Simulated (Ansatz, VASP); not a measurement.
WS2: VASP beside Ansatz

```
W S
1.0
     3.12147    0.00000    0.00000
    -1.56073    2.70327    0.00000
     0.00000    0.00000   20.00000
W S
1 2
Direct
  0.33333 0.66667 0.50000
  0.66667 0.33333 0.57975
  0.66667 0.33333 0.42025
```

Alike in both runs: functional PBE; k mesh 15 × 15 × 1; no spin polarisation.

Ansatz relaxed the structure, and its values are those at the end. VASP's run is a single point on that final structure, the one shown.

|  | VASP | Ansatz |
| --- | --- | --- |
| version | VASP 6.6.1 | Ansatz 0.2.0 |
| potentials or method | VASP PAW PBE potentials, release 64 (W_sv, S) | scalar-relativistic, plane waves, PAW |
| plane-wave cutoff (eV) | 520 | 520 |
| occupations | gaussian, width 0.01 eV | fixed |
| valence electrons in the cell | 26 | 26 |

|  | VASP | Ansatz | Ansatz less VASP |
| --- | --- | --- | --- |
| gap on the k mesh at the Fermi level (eV) | 1.93 | 1.94 | +0.002 |
| least direct gap on the mesh (eV) | 2.12 | 2.11 | -0.004 |

Ansatz warned: «stress_scf_threshold_loose».

Caveats: spin-orbit coupling is left out, which moves the levels of the heavy elements. PBE gaps usually lie below the measured ones, often by a third to a half.
